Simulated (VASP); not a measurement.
A convergence study with VASP on CoPt (L1_0): one setting is varied, all else stays as given below, so the limit is that of these other settings. Each run relaxes cell and ions from the cell shown. The basis is that of the starting cell, so low cut-offs carry a Pulay error.

```xyz
2
Lattice="2.6900 0.0000 0.0000 0.0000 2.6900 0.0000 0.0000 0.0000 3.7000" Properties=species:S:1:pos:R:3 pbc="T T T"
Co     0.0000     0.0000     0.0000
Pt     1.3450     1.3450     1.8500
```
Starting moments (μB, in the order of the record's atoms Co Pt): 2.0 0.0.

The numbers are results of PBE GGA, VASP's PBE PAW potentials (set 64) (plane waves; VASP 6.6.1), not measurements. The tightest run used: 700 eV cut-off, 11×11×8 Γ-centred mesh, first-order Methfessel-Paxton smearing of 0.10 eV, potentials Co Pt.

| setting | relaxed volume (Å³/atom) | E (eV/atom) | moment (μB) | plane waves |
|---|---|---|---|---|
| ENCUT = 200 | 11.790 | -6.5721 | 0.000 | 184 |
| ENCUT = 250 | 13.194 | -6.6512 | 2.204 | 252 |
| ENCUT = 300 | 13.436 | -6.6655 | 2.222 | 327 |

These are the cheaper rows. Estimate the results at ENCUT = 700, and how far the last row shown lies from them.

```
quantity                  tightest run  last row shown is off by
------------------------  ------------  ------------------------
relaxed volume (Å³/atom)        13.471                    -0.035
E (eV/atom)                    -6.6582                   -0.0072
moment (μB)                      2.223                    -0.001
```

Left out are rungs that failed or repeat a setting and relaxations that didn't move; long series are thinned to 24 rows.

The compound is CoPt in the L1_0 structure.
